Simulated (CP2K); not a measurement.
A run of CP2K 2026.2:

Contents of cspbcl3_scf.inp:

```
&GLOBAL
  PROJECT cspbcl3_scf
  RUN_TYPE ENERGY_FORCE
  PRINT_LEVEL LOW
&END GLOBAL
&FORCE_EVAL
  METHOD QS
  STRESS_TENSOR ANALYTICAL
  &DFT
    BASIS_SET_FILE_NAME BASIS_MOLOPT_UZH
    POTENTIAL_FILE_NAME POTENTIAL_UZH
    &MGRID
      CUTOFF 450
      REL_CUTOFF 60
      NGRIDS 4
    &END MGRID
    &QS
      METHOD GPW
      EPS_DEFAULT 1.0E-9
    &END QS
    &KPOINTS
      SCHEME MONKHORST-PACK 5 5 5
      GAMMA_CENTERED T
      SYMMETRY T
      SYMMETRY_BACKEND SPGLIB
    &END KPOINTS
    &SCF
      SCF_GUESS ATOMIC
      EPS_SCF 1.0E-6
      MAX_SCF 100
      ADDED_MOS 16
      CHOLESKY OFF
      EPS_EIGVAL 1.0E-7
      &DIAGONALIZATION ON
        ALGORITHM STANDARD
      &END DIAGONALIZATION
      &MIXING ON
        METHOD BROYDEN_MIXING
        ALPHA 0.4
        BETA 1.5
        NBUFFER 8
      &END MIXING
      &SMEAR ON
        METHOD FERMI_DIRAC
        ELECTRONIC_TEMPERATURE [K] 580.226
      &END SMEAR
    &END SCF
    &XC
      &XC_FUNCTIONAL PBE
      &END XC_FUNCTIONAL
      &VDW_POTENTIAL
        POTENTIAL_TYPE PAIR_POTENTIAL
        &PAIR_POTENTIAL
          TYPE DFTD3(BJ)
          REFERENCE_FUNCTIONAL PBE
          PARAMETER_FILE_NAME dftd3.dat
          R_CUTOFF 20
          CALCULATE_C9_TERM T
          REFERENCE_C9_TERM T
        &END PAIR_POTENTIAL
      &END VDW_POTENTIAL
    &END XC
    &PRINT
      &KPOINTS ON
      &END KPOINTS
      &MULLIKEN ON
      &END MULLIKEN
      &MO ON
        ENERGIES T
        OCCUPATION_NUMBERS T
        &EACH
          QS_SCF 0
        &END EACH
        ADD_LAST NUMERIC
      &END MO
    &END PRINT
  &END DFT
  &SUBSYS
    &CELL
      A 5.6050000000 0.0000000000 0.0000000000
      B 0.0000000000 5.6050000000 0.0000000000
      C 0.0000000000 0.0000000000 5.6050000000
      PERIODIC XYZ
    &END CELL
    &COORD
      SCALED
      Pb  0.5000000000 0.5000000000 0.5000000000
      Cs  0.0000000000 0.0000000000 0.0000000000
      Cl  0.5000000000 0.0000000000 0.5000000000
      Cl  0.0000000000 0.5000000000 0.5000000000
      Cl  0.5000000000 0.5000000000 0.0000000000
    &END COORD
    &KIND Pb
      BASIS_SET DZVP-MOLOPT-PBE-GTH-q4
      POTENTIAL GTH-PBE-q4
    &END KIND
    &KIND Cs
      BASIS_SET DZVP-MOLOPT-PBE-GTH-q9
      POTENTIAL GTH-PBE-q9
    &END KIND
    &KIND Cl
      BASIS_SET DZVP-MOLOPT-PBE-GTH-q7
      POTENTIAL GTH-PBE-q7
    &END KIND
    &PRINT
      &ATOMIC_COORDINATES ON
      &END ATOMIC_COORDINATES
      &CELL ON
      &END CELL
    &END PRINT
  &END SUBSYS
  &PRINT
    &FORCES ON
    &END FORCES
    &STRESS_TENSOR ON
    &END STRESS_TENSOR
  &END PRINT
&END FORCE_EVAL
```

Potentials or basis: POTENTIAL_UZH Pb GTH-PBE-q4, Cs GTH-PBE-q9, Cl GTH-PBE-q7; DZVP-MOLOPT-PBE-GTH basis.

The run is started by

```bash
$ OMP_NUM_THREADS=1 cp2k.psmp -i cspbcl3_scf.inp -o cspbcl3_scf.out
```

Hardware: 1 thread of AMD EPYC 9R45 96-Core Processor (Zen 5), with other jobs on the host.

Estimate the wall time of this run.

Run time: 12 s on 1 thread of AMD EPYC 9R45 96-Core Processor (Zen 5), on a shared host, peak memory 0.47 GiB. Counts: scf iterations 18, k points 10, basis 66, bands 33, force evaluations 1.
